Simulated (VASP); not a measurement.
A run of VASP 6.6.1 is set up as follows.

INCAR

```
ALGO = Normal ; EDIFF = 1E-7
EDIFFG = -0.005 ; ENCUT = 600
GGA = CA ; IBRION = 2
ISIF = 3 ; ISMEAR = 1
LASPH = T ; LCHARG = F
LREAL = F ; LWAVE = F
NELM = 80 ; NSW = 90
PREC = Accurate ; SIGMA = 0.1
```

The input KPOINTS:

```
k-points
0
Gamma
  14 14 14
```

File POSCAR:

```
Bi                                      
1.0
   -1.9419910671      1.9419910671      1.9419910671
    1.9419910671     -1.9419910671      1.9419910671
    1.9419910671      1.9419910671     -1.9419910671
  Bi            
     1
Direct
     0.0000000000000000    0.0000000000000000    0.0000000000000000
```

Potentials or basis: VASP PAW LDA potentials, release 64 (Bi_d).

The run is started by

```bash
$ cat potpaw_LDA.64/Bi_d/POTCAR > POTCAR
$ mpirun -np 1 vasp_std > vasp.out
```

Task: Estimate the band gap on the k mesh.

Result: None (metal or under the smearing width).

Task: Predict the space group after relaxing (to 0.05 Å).

Result: Im-3m (No. 229).

Task: Estimate the relaxed volume.

Result: 29.29 Å³/atom.

Task: What does it give for the relaxed cell?

Result: a = 3.363 Å, b = 3.363 Å, c = 3.363 Å, α = 109.47°, β = 109.47°, γ = 109.47°.

Final structure:
```
Bi
1.0
    -1.94183    1.94183    1.94183
     1.94183   -1.94183    1.94183
     1.94183    1.94183   -1.94183
Bi
1
Direct
  0.00000 0.00000 0.00000
```

Caveat: spin-orbit coupling is left out, which moves the levels of the heavy elements.
